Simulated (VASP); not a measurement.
Here is a VASP 6.6.1 calculation.

The input POSCAR:

```
Li
1.0
   -1.7170491696      1.7170491696      1.7170491696
    1.7170491696     -1.7170491696      1.7170491696
    1.7170491696      1.7170491696     -1.7170491696
Li
1
Direct
    0.0000000000      0.0000000000      0.0000000000
```

The input INCAR.step1:

```
SYSTEM = Li
ALGO = Normal
EDIFF = 1E-4
ENCUT = 520
GGA = PE
ISMEAR = 0
LASPH = .TRUE.
LCHARG = .FALSE.
LREAL = .FALSE.
LWAVE = .TRUE.
NBANDS = 8
NELM = 100
PREC = Accurate
SIGMA = 0.1
```

File INCAR.step2:

```
SYSTEM = Li
ALGO = Normal
EDIFF = 1E-6
ENCUT = 520
ISIF = 2
ISMEAR = 0
ISTART = 1
LASPH = .TRUE.
LCHARG = .FALSE.
LMIXTAU = .TRUE.
LREAL = .FALSE.
LWAVE = .FALSE.
METAGGA = R2SCAN
NBANDS = 8
NELM = 100
PREC = Accurate
SIGMA = 0.1
```

Contents of KPOINTS:

```
k-points
0
G
  18 18 18
  0 0 0
```

Potentials or basis: VASP PAW PBE potentials, release 64 (Li_sv).

The run is started by

```bash
$ cat potpaw_PBE.64/Li_sv/POTCAR > POTCAR
$ cp INCAR.step1 INCAR
$ mpirun -np 1 vasp_std > vasp.out
$ cp INCAR.step2 INCAR
$ mpirun -np 1 vasp_std > vasp.out
```

**Question.** Predict the band gap on the k mesh.

**Answer.** None (metal or under the smearing width).
